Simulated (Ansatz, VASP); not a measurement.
TiTe2 in VASP and in Ansatz

INCAR

```
SYSTEM = TiTe2
PREC     = Accurate       ! precision mode
ENCUT    = 520            ! plane-wave cutoff, eV
EDIFF    = 1E-6           ! SCF threshold, eV
ISMEAR   = 0              ! smearing method
SIGMA    = 0.1            ! smearing width, eV
LREAL    = .False.        ! projectors in reciprocal space
LASPH    = .True.         ! aspherical terms in the spheres
NELM     = 80             ! most SCF steps
ALGO     = Normal         ! electronic algorithm
ISIF     = 2              ! what is computed and relaxed
LWAVE    = .False.        ! write WAVECAR
LCHARG   = .True.         ! write CHGCAR
LDIPOL   = .True.       
IDIPOL   = 3            
DIPOL    = 0.5 0.5 0.275
GGA      = PE             ! functional
IVDW     = 12             ! dispersion correction
LELF     = .True.         ! ELF
LVHAR    = .True.       
LVACPOTAV= .True.       
NBANDS   = 33             ! bands
```

File KPOINTS:

```
Automatic mesh
0
Gamma
  6 6 1
  0 0 0
```

File POSCAR:

```
TiTe2
1.0
    3.6850610000      0.0000000000      0.0000000000
   -1.8425310000      3.1913570000      0.0000000000
    0.0000000000      0.0000000000     43.6410600000
Ti Te
2 4
Direct
    0.0000000000      0.0000000000      0.2011800000
    0.0000000000      0.0000000000      0.3487610000
    0.6666670000      0.3333330000      0.2409120000
    0.3333330000      0.6666670000      0.1607040000
    0.3333330000      0.6666670000      0.3090290000
    0.6666670000      0.3333330000      0.3892370000
```

Input for Ansatz:

```yaml
crystal:
  lattice:
    - [3.685061, 0.0, 0.0]
    - [-1.842531, 3.191357, 0.0]
    - [0.0, 0.0, 43.64106]
  atoms:
    - { symbol: Ti, position: [0.0, 0.0, 0.20118] }
    - { symbol: Ti, position: [0.0, 0.0, 0.348761] }
    - { symbol: Te, position: [0.666667, 0.333333, 0.240912] }
    - { symbol: Te, position: [0.333333, 0.666667, 0.160704] }
    - { symbol: Te, position: [0.333333, 0.666667, 0.309029] }
    - { symbol: Te, position: [0.666667, 0.333333, 0.389237] }
  periodic: [true, true, false]
basis:
  ecutwfc: 420
kpoints:
  mp_grid: { grid: [6, 6, 1] }
hamiltonian:
  xc: pbe
  dispersion: d3bj
scf:
  occupations: { method: gaussian, width: 0.1 }
  lower_state_search: "off"
output:
  forces: true
  stress: true
  eigenvalues: true
```

Alike in both runs: task single point; functional PBE; dispersion D3(BJ); k mesh 6 × 6 × 1; occupations gaussian, width 0.1 eV; no spin polarisation.

|  | VASP | Ansatz |
| --- | --- | --- |
| version | VASP 6.6.1 | Ansatz 0.2.0 |
| potentials or method | VASP PAW PBE potentials, release 64 (Ti_sv, Te) | scalar-relativistic, plane waves, PAW |
| plane-wave cutoff (eV) | 520 | 420 |
| valence electrons in the cell | 48 | 88 |

VASP gave:

| Quantity | Value |
| --- | --- |
| gap on the k mesh at the Fermi level (eV) | none |
| rms of the force components (eV/Å) | 0.014 |

Q: Which values does Ansatz return?

A: gap on the k mesh at the Fermi level (eV): none; rms of the force components (eV/Å): 0.013.

Atom by atom the forces differ by 0.005 eV/Å (rms over components). A gap of «none» marks a metal or a gap that the smearing closes. The two sets of potentials don't hold the same shells in valence. Ansatz warned: «structure_snapped_to_symmetry».

The runs have no spin-orbit coupling, so splittings on Te are missing.
